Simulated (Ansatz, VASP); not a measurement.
**One calculation of Ru, two programs**

```xyz
1
Lattice="-1.5158 1.5158 1.5158 1.5158 -1.5158 1.5158 1.5158 1.5158 -1.5158" Properties=species:S:1:pos:R:3 pbc="T T T"
Ru    0.0000    0.0000    0.0000
```

Alike in both runs: functional r2SCAN; k mesh 20 × 20 × 20; occupations gaussian, width 0.1 eV; no spin polarisation.

Ansatz relaxed the structure, and its values are those at the end. VASP's run is a single point on that final structure, the one shown.

|  | VASP | Ansatz |
| --- | --- | --- |
| version | VASP 6.6.1 | Ansatz 0.2.0 |
| potentials or method | VASP PAW PBE potentials, release 64 (Ru_pv) | scalar-relativistic, plane waves, PAW |
| plane-wave cutoff (eV) | 520 | 500 |
| valence electrons in the cell | 14 | 16 |

```tsv
	VASP	Ansatz	Ansatz less VASP
gap on the k mesh at the Fermi level (eV)	none	none	-
pressure (GPa)	1.4	0.0	-1.39
```

A gap of «none» marks a metal or a gap that the smearing closes. With one functional, cell and mesh, what is left measures potentials, basis and numerics. The two sets of potentials don't hold the same shells in valence.

Caveats: the PAW data sets were made with another functional, which shifts forces and pressure a little (VASP).
